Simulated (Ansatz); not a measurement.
# A strain series on BaTe (rocksalt): uniaxial along [111], other directions held

BaTe built on the rocksalt prototype, relaxed with r2SCAN in Ansatz, then strained (uniaxial along [111], other directions held; changes of length per length, axes as in the cell below) with the atoms relaxed again within the symmetry that is left. It is cubic, Fm-3m (No. 225); a = 7.065 Å in the conventional setting, 44.08 Å³ an atom. Ba is surrounded by 6 Te at 3.53 Å; Te is surrounded by 6 Ba at 3.53 Å. Calculated for a static, non-magnetic cell.

```xyz
2
Lattice="0.0000 3.5324 3.5324 3.5324 0.0000 3.5324 3.5324 3.5324 0.0000" Properties=species:S:1:pos:R:3 pbc="T T T"
Ba    0.0000    0.0000    0.0000
Te    3.5324    3.5324    3.5324
```

Gaps are the least over each mesh (PBE 6×6×6, r2SCAN 6×6×6, HSE06 4×4×4 when unstrained) and the special points, which keep their unstrained names; stress is the change from the unstrained cell, compression positive.

```
strain (%)  gap, PBE (eV)  gap, r2SCAN (eV)  gap, HSE06 (eV)  edges, HSE06  stress along the strain, r2SCAN (GPa)  energy rise, r2SCAN (meV/atom)
       0.0          1.655             2.004            2.347         Γ → X                                   0.00                             0.0
      +1.5          1.665             2.013            2.357         Γ → X                                  -0.69                             1.5
     +1.92          1.667             2.015            2.359         Γ → X                                  -0.88                             2.5
     +2.83          1.671             2.017            2.363         Γ → X                                  -1.29                             5.2
```

No spin-orbit coupling is included; it can move band edges with weight on the heavy atoms by tenths of an eV.

The meshes of the hybrids are coarse, so their gaps aren't converged to the digits shown.
